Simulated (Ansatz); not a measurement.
# HfO2 (P2_1/c) in Ansatz: notebook

Aim: see how the results for HfO2 move with the level of theory and the settings. Levels: BLYP, r2SCAN. Tasks: band structure.

Everything below comes from runs of Ansatz 0.2.0. Logs are shortened: lines on timing, memory, paths and dates and some standing lists are left out, and cuts for length are marked.

**Experimental background.**

“Temperature dependence of self-trapped exciton luminescence in nanostructured hafnia powder”, 2021, arxiv:2112.02602 quotes, for a bulk crystal of HfO2: band gap 5.54 eV (indirect).

The results are compared with them further down.

## Step 1: The structure

The structure is monoclinic, space group P2_1/c (No. 14). Conventional cell: a = 5.118 Å, b = 5.186 Å, c = 5.284 Å, α = 90.00°, β = 99.35°, γ = 90.00°. Hf (site symmetry 1) has 7 O at 2.03 to 2.25 Å as nearest neighbours. O (site symmetry 1) is surrounded by 3 Hf at 2.03 to 2.12 Å. O (site symmetry 1) is surrounded by 4 Hf at 2.14 to 2.25 Å.

## Step 2: Band structure, BLYP

File input.yaml:

```yaml
crystal:
  lattice:
    - [5.118, 0.0, 0.0]
    - [0.0, 5.1857, 0.0]
    - [-0.8586630598, 0.0, 5.2138671406]
  atoms:
    - { symbol: Hf, position: [0.2755, 0.4603, 0.708] }
    - { symbol: Hf, position: [0.7245, 0.9603, 0.792] }
    - { symbol: Hf, position: [0.7245, 0.5397, 0.292] }
    - { symbol: Hf, position: [0.2755, 0.0397, 0.208] }
    - { symbol: O, position: [0.0742, 0.1684, 0.8467] }
    - { symbol: O, position: [0.9258, 0.6684, 0.6533] }
    - { symbol: O, position: [0.9258, 0.8316, 0.1533] }
    - { symbol: O, position: [0.0742, 0.3316, 0.3467] }
    - { symbol: O, position: [0.4487, 0.7419, 0.9801] }
    - { symbol: O, position: [0.5513, 0.2419, 0.5199] }
    - { symbol: O, position: [0.5513, 0.2581, 0.0199] }
    - { symbol: O, position: [0.4487, 0.7581, 0.4801] }
hamiltonian:
  xc: blyp
  pseudopotentials: { kind: paw }
kpoints:
  mp_grid: { grid: [4, 4, 4] }
  band_path:
    path:
      - [[0.0, 0.0, 0.0], [0.0, 0.0, 0.5], [-0.4327310173, 0.0, 0.5726006525], [-0.5, 0.0, 0.5], [-0.5, 0.5, 0.5], [-0.5672689827, 0.5, 0.4273993475], [-0.5, 0.5, 0.0], [-0.5, 0.0, 0.0], [-0.5672689827, 0.0, 0.4273993475]]
      - [[-0.4327310173, 0.5, 0.5726006525], [0.0, 0.5, 0.5], [0.0, 0.5, 0.0]]
      - [[0.0, 0.0, 0.5], [0.0, 0.5, 0.5]]
    npoints: 10
scf:
  occupations: { method: fermi_dirac, width: 0.05 }
  n_extra_bands: 30
output:
  forces: true
  stress: true
  eigenvalues: true
  fatbands: true
```

Potentials or basis: Ansatz PAW.

Launch:

```bash
ansatz run input.yaml --threads 4 --pin off --max-ram 11264MiB --backend cpu --events-out ev --progress --plain --runs-dir out
```

What it wrote:

```text
Warning: RAYON_NUM_THREADS=4 ignored (pool sized by the plan → 4); use --threads N
scf.n_extra_bands = 30 over 76 filled bands (N_el = 152.0): the run solves 106 bands
Engine: ansatz 0.2.0, aarch64-unknown-linux-gnu
Pseudopotentials: kind: paw
Pseudopotential: Hf, paw, valence charge 26, recommended cutoff 420 eV (normal), Hf.paw.azcp
Pseudopotential: O, paw, valence charge 6, recommended cutoff 420 eV (normal), O.paw.azcp
Functional definition: BLYP
  parameter beta = 0.0042
  parameter a = 0.04918
  parameter b = 0.132
  parameter c = 0.2533
  parameter d = 0.349
  exchange = b88_x(beta = beta)
  correlation = lyp_c(a = a, b = b, c = c, d = d)
Crystal: 12 atoms, lattice volume = 138.378 Å³
Basis set: ecut = 420 eV, 2699 PW (Γ), exchange–correlation on 72×72×72 points (8 copies of the dense FFT grid, shifted against one another)
Bands: 106, of which v1, the nominal top of the filled ones, is band 76 counted from 1 (75 counted from 0)
Symmetry: 4 space group operations
Space group: P21/c (ITA 14), of the structure as read, at distance tolerance 5.2e-5 Å
k-points: 30 of 64
Non-local potential: Hf, projectors of the file, l = 0: 3, l = 1: 2, l = 2: 2, l = 3: 3
Non-local potential: O, projectors of the file, l = 0: 2, l = 1: 2, l = 2: 1
PAW form: soft (Blöchl's): semilocal exchange-correlation on the pseudo side does not see the compensation charge
PAW frozen core: Hf, regenerated for the run's functional, and the local potential with it (the file was generated under x = pbe(κ = 0.804, μ = 0.2195149727645171), c = pbe(β = 0.06672455060314922))
PAW frozen core: O, regenerated for the run's functional, and the local potential with it (the file was generated under x = pbe(κ = 0.804, μ = 0.2195149727645171), c = pbe(β = 0.06672455060314922))
PAW one-centre angular grid: Hf, 590 points (default); XC on 64 Gauss nodes
PAW one-centre angular grid: O, 110 points (default); XC on 64 Gauss nodes
Initial density: superposition of atomic densities (neutral atoms: chi_scale 0, normalization atom), corrected by the library's trained network
Initial wavefunctions: pseudopotential atomic-orbital guess
Functional: x = b88, c = lyp
SCF iter   1: F=—  HF=-67558.299535 eV  |F-HF|=—  |Δ(HF+E_count)|=         —  Δρ=2.23e-2  dr2=4.92e-1  ethr=1.77e-3  ⟨swp⟩=5.1  Hψ=10161  notcnv=0  defer=449
preconditioner: auto → Resta (q_TF=auto, 2.771 Å⁻¹)  ε∞=4.3  [insulator: Δε(μ)=4.455 eV  Ē_g=20.810 eV  σ=0.050 eV  W_gap=1.00  n_scr=52 (ndim 8)  ℏωp=37.9 eV  f_vac=0.076  D(μ)=0.00/eV (n_scr^D=0)  ε∞_Penn≈4.3]
SCF iter   2: F=—  HF=-67558.169702 eV  |F-HF|=—  |Δ(HF+E_count)|=   1.30e-1  Δρ=3.78e-3  dr2=1.46e-2  ethr=3.24e-4  ⟨swp⟩=2.0  Hψ=5547  notcnv=0  defer=721
SCF iter   3: F=—  HF=-67558.166671 eV  |F-HF|=—  |Δ(HF+E_count)|=   3.03e-3  Δρ=1.37e-3  dr2=1.49e-3  ethr=9.60e-6  ⟨swp⟩=2.0  Hψ=4231  notcnv=0  defer=721
SCF iter   4: F=—  HF=-67558.166978 eV  |F-HF|=—  |Δ(HF+E_count)|=   3.07e-4  Δρ=6.74e-4  dr2=4.92e-4  ethr=9.78e-7  ⟨swp⟩=2.0  Hψ=4309  notcnv=0  defer=721
SCF iter   5: F=—  HF=-67558.167054 eV  |F-HF|=—  |Δ(HF+E_count)|=   7.65e-5  Δρ=1.19e-4  dr2=1.88e-5  ethr=3.24e-7  ⟨swp⟩=2.0  Hψ=4598  notcnv=0  defer=721
SCF iter   6: F=—  HF=-67558.167066 eV  |F-HF|=—  |Δ(HF+E_count)|=   1.15e-5  Δρ=3.42e-5  dr2=1.47e-6  ethr=1.24e-8  ⟨swp⟩=2.0  Hψ=4739  notcnv=0  defer=721
SCF iter   7: F=—  HF=-67558.167066 eV  |F-HF|=—  |Δ(HF+E_count)|=   2.58e-7  Δρ=2.90e-5  dr2=9.16e-7  ethr=9.68e-10  ⟨swp⟩=2.0  Hψ=4488  notcnv=0  defer=721
SCF iter   8: F=-67558.167066 eV  HF=-67558.167066 eV  |F-HF|=1.75e-10  |Δ(HF+E_count)|=   1.64e-7  Δρ=5.98e-6  dr2=4.32e-8  ethr=6.58e-11  ⟨swp⟩=8.9  Hψ=17272  notcnv=0
SCF 1 converged in 8 iterations: F = -67558.167066 eV  dr2 = 4.32e-8
NSCF: frozen V_eff on 113 k-points
SCF converged after 8 iterations
Free energy (F): -67558.167066 eV
Harris-Foulkes:  -67558.167066 eV  (|F-HF|=1.75e-10)
Internal energy: -67558.167066 eV  (E = F + TS)
E sigma→0 (E₀):  -67558.167066 eV
Fermi energy:    16.568911 eV
--- Per-component energies (eV) ---
  E_band       = 62.746769
  E_kinetic    = 3096.972859
  E_local      = -24602.808655  (includes V_loc(G=0)·N_el)
  E_nonlocal   = -4586.273591
  E_hartree    = 11264.941010
  E_xc         = -1778.222733
  E_vxc        = -1794.738771  (∫ρ·V_xc dr)
  E_paw        = -29107.783035  (= ΣΔE_a)
  E_vpaw       = 5419.695636  (= ΣTr[D̂ρ^β])
  E_aug_tail   = 0.020366  (compensation charges beyond the density's cutoff)
  E_ewald      = -21845.361851
  E_core_change = 0.348565  (= ΣΔE_core)
  E_smearing   = -0.000000  (= −TS)
  E_closure    = 0.000000  (closes the sum)
  Σ components = -67558.167066   (vs F -67558.167066, Δ=0.00e0)
--- Forces (eV/Å), atoms counted from 1 ---
  atom   1  Hf     0.18984797     0.07433351     0.12713015
  atom   2  Hf    -0.18984797     0.07433351    -0.12713015
  atom   3  Hf    -0.18984797    -0.07433351    -0.12713015
  atom   4  Hf     0.18984797    -0.07433351     0.12713015
  atom   5  O     -0.44642825    -0.16212499    -0.21373397
  atom   6  O      0.44642825    -0.16212499     0.21373397
  atom   7  O      0.44642825     0.16212499     0.21373397
  atom   8  O     -0.44642825     0.16212499    -0.21373397
  atom   9  O     -0.21592390     0.02935314    -0.07480038
  atom  10  O      0.21592390     0.02935314     0.07480038
  atom  11  O      0.21592390    -0.02935314     0.07480038
  atom  12  O     -0.21592390    -0.02935314    -0.07480038
  max |Σ_I F_I| component: 1.67e-16 eV/Å
--- Stress (GPa, compression-positive) ---
       12.066844       0.000000       0.758357
        0.000000      11.194757       0.000000
        0.758357       0.000000      12.872658
  P = ⅓ Tr σ = 12.0448 GPa (120.448 kbar)
--- Band table (eV; the first three rows and the last of 30) ---
  k-point 0: bands = ["-45.9371", "-45.9179", "-45.9144", "-45.9138", "-15.0100", "-14.9839", "-14.9544", "-14.7688", "-14.7046", "-14.6615", "-14.6462", "-14.6056", "-14.5763", "-14.5728", "-14.5175", "-14.4687", "-3.5165", "-2.1997", "-2.0405", "-2.0387", "-1.5569", "-1.5421", "-1.4408", "-1.3188", "4.2447", "4.2547", "4.2549", "4.2553", "4.2609", "4.2662", "4.2710", "4.2711", "4.2750", "4.2758", "4.2774", "4.2820", "4.2823", "4.2841", "4.2890", "4.2929", "4.2960", "4.2976", "4.2983", "4.3011", "4.3045", "4.3123", "4.3152", "4.3245", "4.3335", "4.3451", "4.3551", "4.3947", "9.0951", "9.1873", "9.7140", "9.8857", "9.9940", "10.3431", "11.1528", "11.4161", "11.5659", "11.7247", "11.8243", "11.9317", "12.5155", "12.6070", "12.6656", "12.6718", "12.9002", "13.3452", "13.4244", "13.4802", "13.9556", "13.9736", "14.3083", "14.4546", "19.0639", "19.6019", "19.7746", "19.9981", "20.1639", "20.4288", "20.8195", "20.9054", "21.0705", "21.1647", "21.8046", "21.8341", "22.0239", "22.4188", "22.9542", "23.3750", "23.5423", "23.8496", "24.6660", "24.8242", "25.4249", "27.0516", "27.0609", "27.1318", "28.1666", "28.3541", "29.0061", "29.2082", "29.2329", "29.5571"]
  k-point 1: bands = ["-45.9341", "-45.9201", "-45.9145", "-45.9144", "-14.9701", "-14.9275", "-14.9246", "-14.8044", "-14.7442", "-14.6464", "-14.6454", "-14.6319", "-14.5813", "-14.5615", "-14.5270", "-14.5217", "-3.2799", "-2.1455", "-2.1324", "-2.0217", "-1.6641", "-1.5604", "-1.5281", "-1.3642", "4.2432", "4.2483", "4.2569", "4.2582", "4.2586", "4.2665", "4.2712", "4.2735", "4.2743", "4.2766", "4.2778", "4.2811", "4.2824", "4.2861", "4.2883", "4.2904", "4.2937", "4.2973", "4.2988", "4.3044", "4.3085", "4.3086", "4.3218", "4.3229", "4.3327", "4.3433", "4.3507", "4.3800", "9.2786", "9.5006", "9.9777", "10.0570", "10.2909", "10.5091", "10.8866", "11.2094", "11.2283", "11.6985", "11.8857", "12.0002", "12.2296", "12.5244", "12.5297", "12.7918", "12.9995", "13.0712", "13.2074", "13.5801", "13.6945", "13.9008", "14.1335", "14.2473", "19.1413", "19.4770", "19.5989", "20.0230", "20.4703", "20.4857", "21.0077", "21.0811", "21.3273", "21.4231", "21.5868", "21.8928", "22.3177", "22.6795", "22.7897", "23.4566", "23.5194", "23.9660", "24.3570", "24.8482", "25.2305", "25.8760", "27.1913", "27.7823", "28.2361", "28.4479", "28.9463", "29.0973", "29.2628", "30.0912"]
  k-point 2: bands = ["-45.9270", "-45.9270", "-45.9146", "-45.9146", "-14.8750", "-14.8750", "-14.8640", "-14.8640", "-14.7626", "-14.7626", "-14.6141", "-14.6141", "-14.5892", "-14.5892", "-14.5459", "-14.5459", "-2.6987", "-2.6987", "-2.0115", "-2.0115", "-1.6530", "-1.6530", "-1.5056", "-1.5056", "4.2427", "4.2427", "4.2583", "4.2583", "4.2646", "4.2646", "4.2716", "4.2716", "4.2734", "4.2734", "4.2793", "4.2793", "4.2854", "4.2854", "4.2890", "4.2890", "4.2937", "4.2937", "4.2987", "4.2987", "4.3136", "4.3136", "4.3318", "4.3318", "4.3376", "4.3376", "4.3490", "4.3490", "9.7890", "9.7890", "10.2908", "10.2908", "10.4043", "10.4043", "10.9652", "10.9652", "11.3776", "11.3776", "11.7115", "11.7115", "12.1615", "12.1615", "12.6022", "12.6022", "12.9479", "12.9479", "13.4779", "13.4779", "13.6707", "13.6707", "13.9921", "13.9921", "19.2906", "19.2906", "19.7225", "19.7225", "20.6426", "20.6426", "21.2306", "21.2306", "21.3087", "21.3087", "22.1331", "22.1331", "22.5191", "22.5191", "23.3816", "23.3816", "23.6570", "23.6570", "24.4149", "24.4149", "25.0516", "25.0516", "27.6725", "27.6725", "28.5664", "28.5664", "28.8068", "28.8068", "29.9870", "29.9870"]
  k-point 29: bands = ["-45.9237", "-45.9237", "-45.9178", "-45.9178", "-14.9896", "-14.9896", "-14.9590", "-14.9590", "-14.6370", "-14.6370", "-14.5748", "-14.5748", "-14.5715", "-14.5715", "-14.5117", "-14.5117", "-2.6489", "-2.6489", "-2.3228", "-2.3228", "-1.4718", "-1.4718", "-1.4127", "-1.4127", "4.2513", "4.2513", "4.2578", "4.2578", "4.2669", "4.2669", "4.2675", "4.2675", "4.2804", "4.2804", "4.2811", "4.2811", "4.2845", "4.2845", "4.2919", "4.2919", "4.2938", "4.2938", "4.2943", "4.2943", "4.3070", "4.3070", "4.3202", "4.3202", "4.3343", "4.3343", "4.3526", "4.3526", "10.0028", "10.0028", "10.2739", "10.2739", "10.5999", "10.5999", "10.9635", "10.9635", "11.7155", "11.7155", "11.8250", "11.8250", "12.1591", "12.1591", "12.2608", "12.2608", "12.9561", "12.9561", "13.2746", "13.2746", "13.4605", "13.4605", "13.7514", "13.7514", "19.1210", "19.1210", "19.8204", "19.8204", "20.1809", "20.1809", "20.5859", "20.5859", "21.4594", "21.4594", "21.5735", "21.5735", "22.8073", "22.8073", "23.7178", "23.7178", "24.3969", "24.3969", "24.8639", "24.8639", "25.8188", "25.8188", "26.1505", "26.1505", "27.1453", "27.1453", "27.4946", "27.4946", "30.8863", "30.8863"]
```

Wall time 59 s (4 threads of Arm Neoverse N1, shared host); peak memory 1.1 GiB.

What came out:

* Free energy: -67558.1671 eV
* Pressure: 12.0 GPa
* Largest force: 0.521 eV/Å
* Band gap on the k mesh: 4.19 eV, indirect (least direct gap 4.28 eV)
* Band gap along the path: 4.19 eV, indirect (least direct gap 4.26 eV)

Forces on the atoms (eV/Å):
```
Hf   0.190  0.074  0.127
Hf  -0.190  0.074 -0.127
Hf  -0.190 -0.074 -0.127
Hf   0.190 -0.074  0.127
O   -0.446 -0.162 -0.214
O    0.446 -0.162  0.214
O    0.446  0.162  0.214
O   -0.446  0.162 -0.214
O   -0.216  0.029 -0.075
O    0.216  0.029  0.075
O    0.216 -0.029  0.075
O   -0.216 -0.029 -0.075
```

Levels at the corners of the path, in eV from the valence-band top:
```csv
point,band 72,band 73,band 74,band 75,band 76,band 77,band 78,band 79,band 80,band 81
Γ,-0.97,-0.50,-0.48,-0.15,0.00,4.61,5.15,5.32,5.54,5.71
Y,-0.98,-0.78,-0.78,-0.46,-0.46,4.84,4.84,5.27,5.27,6.19
H,-1.03,-1.03,-0.71,-0.63,-0.34,4.41,4.61,5.49,5.63,5.70
C,-1.22,-0.92,-0.92,-0.49,-0.49,4.50,4.50,5.59,5.59,5.78
E,-1.18,-0.99,-0.99,-0.70,-0.70,4.67,4.67,5.37,5.37,5.73
M1,-1.23,-0.98,-0.98,-0.67,-0.67,4.68,4.68,5.39,5.39,5.70
A,-1.33,-0.85,-0.85,-0.56,-0.56,4.89,4.89,5.33,5.33,6.08
X,-0.82,-0.66,-0.54,-0.47,-0.09,4.19,5.21,5.29,5.34,5.86
H1,-1.03,-1.03,-0.71,-0.63,-0.34,4.41,4.61,5.49,5.63,5.70
M,-1.23,-0.98,-0.98,-0.67,-0.67,4.68,4.68,5.39,5.39,5.70
D,-0.89,-0.89,-0.89,-0.59,-0.59,5.03,5.03,5.17,5.17,5.96
Z,-1.04,-0.78,-0.78,-0.41,-0.41,5.16,5.16,5.62,5.62,5.96
Y,-0.98,-0.78,-0.78,-0.46,-0.46,4.84,4.84,5.27,5.27,6.19
D,-0.89,-0.89,-0.89,-0.59,-0.59,5.03,5.03,5.17,5.17,5.96
```

Caveat: the pressure holds a Pulay correction of +0.9 GPa for the finite cutoff; spin-orbit coupling is left out, which moves the levels of the heavy elements; the PAW data sets come from PBE, with cores solved anew for the run's functional, which leaves a small shift of forces and pressure.

## Step 3: Band structure, r2SCAN

input.yaml: that of step 2 with these lines changed.

```diff
@@ -19,3 +19,3 @@
 hamiltonian:
-  xc: blyp
+  xc: r2scan
   pseudopotentials: { kind: paw }
@@ -36,2 +36,2 @@
   eigenvalues: true
-  fatbands: true
+  fatbands: false
```

Potentials or basis: Ansatz PAW.

Launch:

```bash
ansatz run input.yaml --threads 4 --pin off --max-ram 11264MiB --backend cpu --events-out ev --progress --plain --runs-dir out
```

It took 68 s on 4 threads of Arm Neoverse N1, shared host; peak memory 1.5 GiB.

The run converged. Its results:

| Quantity | Value |
| --- | --- |
| Free energy | -67505.7098 eV |
| Pressure | 0.3 GPa |
| Largest force | 0.461 eV/Å |
| Band gap on the k mesh | 4.66 eV, indirect (least direct gap 4.75 eV) |
| Band gap along the path | 4.66 eV, indirect (least direct gap 4.73 eV) |

Forces on the atoms (eV/Å):
```
Hf   0.143 -0.003  0.047
Hf  -0.143 -0.003 -0.047
Hf  -0.143  0.003 -0.047
Hf   0.143  0.003  0.047
O   -0.404 -0.189 -0.117
O    0.404 -0.189  0.117
O    0.404  0.189  0.117
O   -0.404  0.189 -0.117
O   -0.103  0.040 -0.091
O    0.103  0.040  0.091
O    0.103 -0.040  0.091
O   -0.103 -0.040 -0.091
```

Stress tensor (GPa, compression positive):
```
 0.31  0.00  0.35
 0.00 -0.44  0.00
 0.35  0.00  1.11
```

Levels at the corners of the path, in eV from the valence-band top:
| point | band 73 | band 74 | band 75 | band 76 | band 77 | band 78 | band 79 | band 80 |
| --- | --- | --- | --- | --- | --- | --- | --- | --- |
| Γ | -0.51 | -0.50 | -0.15 | 0.00 | 5.08 | 5.68 | 5.83 | 6.07 |
| Y | -0.82 | -0.82 | -0.48 | -0.48 | 5.32 | 5.32 | 5.80 | 5.80 |
| H | -1.06 | -0.73 | -0.65 | -0.35 | 4.88 | 5.09 | 6.01 | 6.15 |
| C | -0.95 | -0.95 | -0.50 | -0.50 | 4.97 | 4.97 | 6.11 | 6.11 |
| E | -1.03 | -1.03 | -0.73 | -0.73 | 5.14 | 5.14 | 5.86 | 5.86 |
| M1 | -1.01 | -1.01 | -0.70 | -0.70 | 5.16 | 5.16 | 5.89 | 5.89 |
| A | -0.88 | -0.88 | -0.58 | -0.58 | 5.36 | 5.36 | 5.84 | 5.84 |
| X | -0.68 | -0.54 | -0.48 | -0.09 | 4.66 | 5.72 | 5.81 | 5.85 |
| H1 | -1.06 | -0.73 | -0.65 | -0.35 | 4.88 | 5.09 | 6.01 | 6.15 |
| M | -1.01 | -1.01 | -0.70 | -0.70 | 5.16 | 5.16 | 5.89 | 5.89 |
| D | -0.92 | -0.92 | -0.61 | -0.61 | 5.52 | 5.52 | 5.68 | 5.68 |
| Z | -0.79 | -0.79 | -0.42 | -0.42 | 5.65 | 5.65 | 6.15 | 6.15 |
| Y | -0.82 | -0.82 | -0.48 | -0.48 | 5.32 | 5.32 | 5.80 | 5.80 |
| D | -0.92 | -0.92 | -0.61 | -0.61 | 5.52 | 5.52 | 5.68 | 5.68 |

Caveat: spin-orbit coupling is left out, which moves the levels of the heavy elements; the PAW data sets come from PBE, with cores solved anew for the run's functional, which leaves a small shift of forces and pressure.

## Step 4: How close it comes

Step 2. Against the measured gap of HfO2, 5.54 eV (indirect; quoted in “Temperature dependence of self-trapped exciton luminescence in nanostructured hafnia powder”, 2021, arxiv:2112.02602), the calculated 4.19 eV is off by -1.35 eV. Spin-orbit coupling on Hf is left out. The value is that of BLYP, without temperature or zero-point motion. Semilocal functionals fall short of measured gaps as a rule.

Step 3. Measured gap of HfO2: 5.54 eV (indirect; quoted in “Temperature dependence of self-trapped exciton luminescence in nanostructured hafnia powder”, 2021, arxiv:2112.02602). This calculation gives 4.66 eV (-0.88 eV). Spin-orbit coupling on Hf is left out. The value is that of r2SCAN, without temperature or zero-point motion.
